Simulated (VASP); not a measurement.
# GaP: relaxation of cell and atoms with r2SCAN

The system is GaP.

```
CELL_PARAMETERS angstrom
0.00000 2.72525 2.72525
2.72525 0.00000 2.72525
2.72525 2.72525 0.00000
ATOMIC_POSITIONS crystal
Ga 0.00000 0.00000 0.00000
P 0.25000 0.25000 0.25000
```

```json
{
 "Program": "VASP 6.6.1",
 "Task": "relaxation of cell and atoms",
 "Functional": "r2SCAN",
 "Potentials or basis": "VASP PAW PBE potentials, release 64 (Ga_d, P)",
 "Cutoff": "600 eV",
 "k mesh": "8 × 8 × 8",
 "Occupations": "gaussian, width 0.03 eV",
 "Spin": "no spin polarisation",
 "Further INCAR settings": "ALGO = Normal; EDIFF = 1e-06; IBRION = 2; EDIFFG = -0.01; NSW = 90; ISIF = 3"
}
```

The pressure after relaxing is 0.0 GPa and the band gap on the k mesh is 1.90 eV, indirect (least direct gap 2.34 eV).

Final structure:
```yaml
crystal:
  lattice:
    - [0.00000, 2.72525, 2.72525]
    - [2.72525, 0.00000, 2.72525]
    - [2.72525, 2.72525, 0.00000]
  atoms:
    - { symbol: Ga, position: [0.00000, 0.00000, 0.00000] }
    - { symbol: P, position: [0.25000, 0.25000, 0.25000] }
```

Levels at points of the mesh, in eV from the valence-band top:
| k point | band 7 | band 8 | band 9 | band 10 | band 11 | band 12 |
| --- | --- | --- | --- | --- | --- | --- |
| (0.00, 0.00, 0.00) | 0.00 | 0.00 | 0.00 | 2.34 | 4.19 | 4.19 |
| (0.50, 0.00, 0.00) | -6.84 | -1.17 | -1.17 | 2.04 | 5.06 | 5.06 |
| (0.50, 0.50, 0.00) | -6.96 | -2.80 | -2.80 | 1.91 | 2.10 | 11.35 |

Run time: 61 s on 1 thread of AMD EPYC 9R14 (Zen 4), on a shared host, peak memory 0.16 GiB.

Caveat: the relaxation stopped at its first step, so nothing moved; the PAW data sets were made with another functional, which shifts forces and pressure a little. A k mesh can miss the band edges.
